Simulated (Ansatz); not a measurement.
**BN: pulling the crystal apart**

Aim: for BN, open the crystal across a (1 -1 1) plane.

Computed with Ansatz 0.2.0 (DFT PBE, scalar-relativistic, plane waves, PAW, unless a step's input says otherwise).

## (1) The starting structure

Symmetry: F-43m, No. 216, cubic system. The conventional cell has a = 3.626 Å, b = 3.626 Å, c = 3.626 Å, α = 90.00°, β = 90.00°, γ = 90.00°. Around B (site symmetry -43m) lie 4 N at 1.57 Å. N (site symmetry -43m) is surrounded by 4 B at 1.57 Å.

As a file:

```
B N
1.0
     1.81300   -1.81300    0.00000
     1.81300    0.00000   -1.81300
     7.25200    7.25200    7.25200
B N
6 6
Direct
  0.66667 0.66667 0.16667
  0.00000 0.00000 0.00000
  0.33333 0.33333 0.33333
  0.66667 0.66667 0.66667
  0.00000 0.00000 0.50000
  0.33333 0.33333 0.83333
  0.66667 0.66667 0.54167
  0.00000 0.00000 0.37500
  0.33333 0.33333 0.70833
  0.66667 0.66667 0.04167
  0.00000 0.00000 0.87500
  0.33333 0.33333 0.20833
```

It goes back to an entry of the Materials Project.

No relaxation comes first: the listed cell is the starting point.

## (2) The reference cell

The cell is repeated 6 times, 12 atoms in all. Reference values: F = -3253.6548 eV; pressure -0.40 GPa; largest force 0.000 eV/Å; gap on the mesh 4.46 eV. It was computed beforehand with the settings of the runs below.

## (3) The scan: pulling the crystal apart

The cut lies on the cell's a–b face, a (1 -1 1) plane of area 5.69 Å², between layers 1.57 Å apart (N below, B above); the cell is 12.6 Å thick. Vector c is lengthened by d along the normal with the atoms' Cartesian places fixed: one unrelaxed cut per cell.

## (4) Point d = 1.00 Å

input.yaml

```yaml
crystal:
  lattice:
    - [1.813001, -1.813001, 0.0]
    - [1.813001, 0.0, -1.813001]
    - [7.8293542692, 7.8293542692, 7.8293542692]
  atoms:
    - { symbol: B, position: [0.6666666667, 0.6666666667, 0.0578602655] }
    - { symbol: B, position: [0.0, 0.0, 0.8297421422] }
    - { symbol: B, position: [0.3333333333, 0.3333333333, 0.2122366408] }
    - { symbol: B, position: [0.6666666667, 0.6666666667, 0.5209893915] }
    - { symbol: B, position: [0.0, 0.0, 0.3666130162] }
    - { symbol: B, position: [0.3333333333, 0.3333333333, 0.6753657668] }
    - { symbol: "N", position: [0.6666666667, 0.6666666667, 0.40520711] }
    - { symbol: "N", position: [1.0, 1.0, 0.2508307347] }
    - { symbol: "N", position: [0.3333333333, 0.3333333333, 0.5595834853] }
    - { symbol: "N", position: [0.6666666667, 0.6666666667, 0.868336236] }
    - { symbol: "N", position: [0.0, 0.0, 0.7139598607] }
    - { symbol: "N", position: [0.3333333333, 0.3333333333, 0.0964543593] }
basis:
  ecutwfc: 420
kpoints:
  mp_grid: { grid: [10, 10, 2] }
hamiltonian:
  xc: pbe
scf:
  occupations: { method: gaussian, width: 0.05 }
output:
  forces: true
  stress: true
  eigenvalues: true
```

Run with:

```
> ansatz run input.yaml --threads 2 --pin off --max-ram 5120MiB --backend cpu --events-out ev --progress --plain --runs-dir out
```

Further runs follow: d = 3.00 Å; At d = 0.50 Å; point d = 2.00 Å; d = 6.00 Å; At d = -0.30 Å; d = 0.25 Å; point d = 1.50 Å; At d = 4.50 Å; d = 0.75 Å; d = -0.15 Å.

Before running it: what results should come out? Wanted: largest traction sampled.

As calculated:

| quantity | value |
| --- | --- |
| energy at d = 6.00 Å | 13.81 J/m² |
| largest traction sampled | 92.5 GPa at d = 0.50 Å |

In words: The energy levels off at 13.81 J/m², the work to make two unrelaxed faces. The traction peaks at 92.5 GPa near 0.50 Å, an estimate of the ideal strength of rigid blocks on this coarse sampling. The gap on the mesh, 4.46 eV at the start, reads zero at d = 2.00. Spin polarisation is off in the runs that give these values; a magnetic solution could lie lower. The cell holds empty space of several Å, a single layer or slab in vacuum, so volume, pressure and the long edge depend on that space.
